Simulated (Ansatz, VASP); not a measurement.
# MgH2: VASP beside Ansatz

```
Mg H
1.0
     3.25588   -0.00032    0.00022
    -0.00046    3.26327    0.00166
    -0.00186   -0.00582    6.44055
Mg H
2 4
Direct
  0.48586 0.50146 0.50062
  0.51428 0.49832 0.00072
  0.98755 0.50082 0.35811
  0.01236 0.49926 0.85816
  0.49768 0.99867 0.14121
  0.50227 0.00148 0.64117
```

Change from the starting cell: cell x2, atoms moved at random (sigma 0.1 Å) and cell strained at random (1.5 %), then relaxed without symmetry.

Alike in both runs: functional PBE; k mesh 6 × 6 × 4; occupations gaussian, width 0.2 eV; no spin polarisation.

Ansatz relaxed the structure, and its values are those at the end. VASP's run is a single point on that final structure, the one shown.

```csv
,VASP,Ansatz
version,VASP 6.6.1,Ansatz 0.2.0
potentials or method,"VASP PAW PBE potentials, release 64 (Mg, H)","scalar-relativistic, plane waves, PAW"
plane-wave cutoff (eV),520,420
valence electrons in the cell,8,24
```

|  | VASP | Ansatz | Ansatz less VASP |
| --- | --- | --- | --- |
| gap on the k mesh at the Fermi level (eV) | 1.90 | 1.92 | +0.016 |
| least direct gap on the mesh (eV) | 3.33 | 3.34 | +0.011 |
| pressure (GPa) | -0.2 | 0.0 | +0.19 |
| rms of the force components (eV/Å) | 0.003 | 0.003 | 0.0000 |

With one functional, cell and mesh, what is left measures potentials, basis and numerics. The two sets of potentials don't hold the same shells in valence.

A k mesh can miss the band edges.
